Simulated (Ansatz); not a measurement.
Runs of Ansatz 0.2.0 on BaTiO3. The typed cell holds 10 atoms: a = 4.007 Å, b = 4.007 Å, c = 8.015 Å, α = 90.00°, β = 90.00°, γ = 90.00°. 

| task | level | U | cell | cutoff (eV) | hubbard projectors | double counting | points for each segment of the path | gap on the mesh (eV) | pressure (GPa) | relaxed volume (Å³/atom) |
| --- | --- | --- | --- | --- | --- | --- | --- | --- | --- | --- |
| relaxation of cell and atoms | PBEsol+U | Ti d U = 5 eV | relaxed | 420 | ortho-atomic (the default) | fll (the default) | - | 2.42 | 0.0 | 12.64 |
| relaxation of cell and atoms | r2SCAN+D3(BJ) | - | relaxed | 500 | - | - | - | 2.64 | 0.0 | 12.83 |
| band structure | PBEsol+U | Ti d U = 1 eV | as given | 420 | ortho-atomic (the default) | fll (the default) | 10 | 1.55 | (a) | - |
| relaxation of cell and atoms | r2SCAN+rVV10 | - | relaxed | 500 | - | - | - | 2.61 | 0.0 | (b) |

Alike in all rows: potentials or basis Ansatz PAW; no spin polarisation; k mesh 7 × 7 × 4; smearing fermi-dirac 0.05 eV.

Question: Fill in the values left out.

Answer: (a) 12.3; (b) 12.82.

Caveats: spin-orbit coupling is left out, which moves the levels of the heavy elements; the PAW data sets come from PBE, with cores solved anew for the run's functional, which leaves a small shift of forces and pressure; odd divisions of the mesh miss points on the zone boundary, where band edges often lie, so the gap on the mesh can be too wide (some runs); the plane-wave basis is chosen anew once the cell has moved, so the energies of steps on either side of that aren't comparable (some runs); the electronic state changed during the relaxation (some runs); the dispersion damping was fitted for another functional or another form of the correction (some runs); forces of over 1 eV/Å show positions far from the minimum, so gaps and moduli don't describe the material at rest (some runs).

A k mesh can miss the band edges, and the runs leave out spin-orbit coupling on Ba.

Runs at the PBE level aren't shown here.
